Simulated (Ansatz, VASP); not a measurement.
# Two plane-wave programs on Yb

INCAR

```
ALGO     = Normal         # electronic algorithm
EDIFF    = 1E-7           # SCF threshold, eV
ENCUT    = 520            # plane-wave cutoff, eV
GGA      = PE             # functional
ISIF     = 2              # what is computed and relaxed
ISMEAR   = -1             # smearing method
ISPIN    = 2              # spin polarisation
LASPH    = T              # aspherical terms in the spheres
LCHARG   = F              # write CHGCAR
LMAXMIX  = 6              # l up to which the mixer works
LORBIT   = 11             # projections on sites
LREAL    = F              # projectors in reciprocal space
LWAVE    = F              # write WAVECAR
MAGMOM   = 1              # initial moments
NBANDS   = 22             # bands
NELM     = 150            # most SCF steps
PREC     = Accurate       # precision mode
SIGMA    = 0.05           # smearing width, eV
```

Contents of KPOINTS:

```
k-points
0
Gamma
  9 9 9
```

Contents of POSCAR:

```
Yb
1.0
   -2.1514830000      2.1514830000      2.1514830000
    2.1514830000     -2.1514830000      2.1514830000
    2.1514830000      2.1514830000     -2.1514830000
Yb
1
Direct
    0.0000000000      0.0000000000      0.0000000000
```

File input.yaml:

```yaml
crystal:
  lattice:
    - [-2.151483, 2.151483, 2.151483]
    - [2.151483, -2.151483, 2.151483]
    - [2.151483, 2.151483, -2.151483]
  atoms:
    - { symbol: Yb, position: [0.0, 0.0, 0.0], spin: 1.0 }
hamiltonian:
  xc: pbe
  pseudopotentials: { kind: paw }
magnetization:
  spin_polarized: true
kpoints:
  mp_grid: { grid: [9, 9, 9] }
scf:
  occupations: { method: fermi_dirac, width: 0.05 }
output:
  forces: true
  stress: true
  eigenvalues: true
```

This isn't the form of Yb at room conditions, which is fcc.

Alike in both runs: task single point; functional PBE; k mesh 9 × 9 × 9; occupations fermi-dirac, width 0.05 eV; collinear spin, ferromagnetic start.

|  | VASP | Ansatz |
| --- | --- | --- |
| version | VASP 6.6.1 | Ansatz 0.2.0 |
| potentials or method | VASP PAW PBE potentials, release 64 (Yb) | Ansatz PAW |
| plane-wave cutoff (eV) | 520 | 420 |
| valence electrons in the cell | 24 | 24 |

Ansatz gave:

```
gap on the k mesh at the Fermi level (eV) : none
pressure (GPa)                            : -2.2
net moment per atom (μB)                  : 0.00
```

Problem. Which values does VASP return?

Solution. gap on the k mesh at the Fermi level (eV): none; pressure (GPa): -3.1; net moment per atom (μB): 0.00.

A gap of «none» marks a metal or a gap that the smearing closes.

Caveats: spin-orbit coupling is left out, which moves the levels of the heavy elements; the starting moments weren't kept (Ansatz). The state reached can hang on the start; a lower one may exist.
